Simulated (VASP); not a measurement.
Here is a VASP 6.6.1 calculation.

File INCAR:

```
SYSTEM = GaCo
PREC = Accurate
ENCUT = 520
EDIFF = 1E-7
ISMEAR = 0
SIGMA = 0.15
LREAL = .False.
LASPH = .True.
NELM = 150
ALGO = Normal
ISIF = 2
LWAVE = .False.
LCHARG = .False.
ISPIN = 2
MAGMOM = 0 0.32
LORBIT = 11
LMAXMIX = 4
GGA = PE
NBANDS = 22
```

File KPOINTS:

```
Automatic mesh
0
Gamma
  16 16 16
  0 0 0
```

POSCAR

```
GaCo
1.0
    2.8831000000      0.0000000000      0.0000000000
    0.0000000000      2.8831000000      0.0000000000
    0.0000000000      0.0000000000      2.8831000000
Ga Co
1 1
Direct
    0.5000000000      0.5000000000      0.5000000000
    0.0000000000      0.0000000000      0.0000000000
```

Potentials or basis: VASP PAW PBE potentials, release 64 (Ga_d, Co).

The run is started by

```sh
$ cat potpaw_PBE.64/Ga_d/POTCAR potpaw_PBE.64/Co/POTCAR > POTCAR
$ mpirun -np 1 vasp_std > vasp.out
```

(1) Estimate the site moments.

(2) Estimate the band gap on the k mesh.

(3) What does it give for the net moment?

## Answers

(1) Ga -0.00; Co +0.05 μB.

(2) none (metal or under the smearing width).

(3) 0.04 μB per cell.
